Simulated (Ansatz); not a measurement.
Crystal: Hf2S.

```xyz
6
Lattice="3.3743 0.0000 0.0000 -1.6871 2.9222 0.0000 0.0000 0.0000 11.7174" Properties=species:S:1:pos:R:3 pbc="T T T"
Hf    0.0000    1.9481    1.1739
Hf    1.6871    0.9741    7.0327
Hf    0.0000    1.9481    4.6848
Hf    1.6871    0.9741   10.5435
S     0.0000    0.0000    2.9294
S     0.0000    0.0000    8.7881
```

The cell comes from a database or a generator and needn't be the stable form of this composition.

Base run:

| Property | Result |
| --- | --- |
| Program | Ansatz 0.2.0 |
| Functional | PBEsol |
| Potentials or basis | Ansatz PAW |
| Cutoff | 420 eV |
| Density cutoff | 1680 eV |
| k mesh | 9 × 9 × 3 |
| Occupations | fermi-dirac, width 0.05 eV |
| Spin | no spin polarisation |

Its results: band gap on the k mesh none (metal or under the smearing width); pressure -2.8 GPa; largest force 0.152 eV/Å.

Q: After a change of settings the same cell gave: band gap on the k mesh none (metal or under the smearing width); pressure -0.5 GPa; largest force 0.161 eV/Å. Which change was it?
A. spin from no spin polarisation to spin-orbit coupling, no magnetisation; potential files from those of the base run to others of the same set
B. functional from PBEsol to LDA
C. k mesh from 9 × 9 × 3 to 8 × 8 × 2
D. hubbard terms from none to Hf d U = 2 eV; hubbard projectors from none to ortho-atomic (the default)

A: D.

Caveats: the PAW data sets come from PBE, with cores solved anew for the run's functional, which leaves a small shift of forces and pressure; U without spin polarisation on a metal has little footing (some runs); the density of states is complete only up to the lowest level of the last band computed (some runs).

Not every run made on this cell is shown here.
